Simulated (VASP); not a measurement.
Wanted: the native input for a VASP 6.6.1 run.

```yaml
Task: relaxation of cell and atoms
Functional: PBEsol
Potentials_or_basis: VASP PAW PBE potentials, release 64 (O, C)
Cutoff: 600 eV
k_mesh: 8 × 8 × 8
Occupations: gaussian, width 0.02 eV
Spin: no spin polarisation
Ladder: gaps
Further_INCAR_settings: ALGO = Normal; EDIFF = 1e-06; IBRION = 2; EDIFFG = -0.005; NSW = 40; ISIF = 3
```

The structure of CO2 lies in POSCAR:

```
CO2
1.0
   -1.9747270000      1.9747270000      3.0140580000
    1.9747270000     -1.9747270000      3.0140580000
    1.9747270000      1.9747270000     -3.0140580000
O C
4 2
Direct
    0.8750000000      0.9597980000      0.5847980000
    0.3750000000      0.2902020000      0.4152020000
    0.0402020000      0.6250000000      0.9152020000
    0.7097980000      0.1250000000      0.0847980000
    0.0000000000      0.0000000000      0.0000000000
    0.7500000000      0.2500000000      0.5000000000
```

The cell comes from a database or a generator and needn't be the stable form of this composition.

One way to write it, as run:

INCAR

```
SYSTEM = CO2
ALGO     = Normal         ! electronic algorithm
EDIFF    = 1E-6           ! SCF threshold, eV
EDIFFG   = -0.005         ! ionic threshold
ENCUT    = 600            ! plane-wave cutoff, eV
GGA      = PS             ! functional
IBRION   = 2              ! ionic algorithm
ISIF     = 3              ! what is computed and relaxed
ISMEAR   = 0              ! smearing method
KPAR     = 2            
LASPH    = .True.         ! aspherical terms in the spheres
LCHARG   = .False.        ! write CHGCAR
LREAL    = .False.        ! projectors in reciprocal space
LWAVE    = .False.        ! write WAVECAR
NELM     = 60             ! most SCF steps
NSW      = 40             ! ionic steps
PREC     = Accurate       ! precision mode
SIGMA    = 0.02           ! smearing width, eV
```

KPOINTS

```
k-points
0
Gamma
  8 8 8
  0 0 0
```

Potentials or basis: VASP PAW PBE potentials, release 64 (O, C).

Command:

```bash
$ cat potpaw_PBE.64/O/POTCAR potpaw_PBE.64/C/POTCAR > POTCAR
$ mpirun -np 2 vasp_std > vasp.out
```

Results of the run:

```
Relaxed volume                         : 7.61 Å³/atom
Relaxed cell                           : a = 4.063 Å, b = 4.063 Å, c = 4.063 Å, α = 122.31°, β = 122.31°, γ = 86.04°
Space group after relaxing (to 0.05 Å) : I-42d (No. 122)
Energy gained by relaxing              : 3.6 meV/atom
Ionic steps                            : 10
Pressure after relaxing                : 0.0 GPa
Band gap on the k mesh                 : 7.56 eV, indirect (least direct gap 7.99 eV)
```

Caveat: the PAW data sets were made with another functional, which shifts forces and pressure a little.

It took 110 s on 2 MPI ranks on Intel(R) Xeon(R) Platinum 8488C (Sapphire Rapids), on a shared host, peak memory 0.22 GiB a rank.
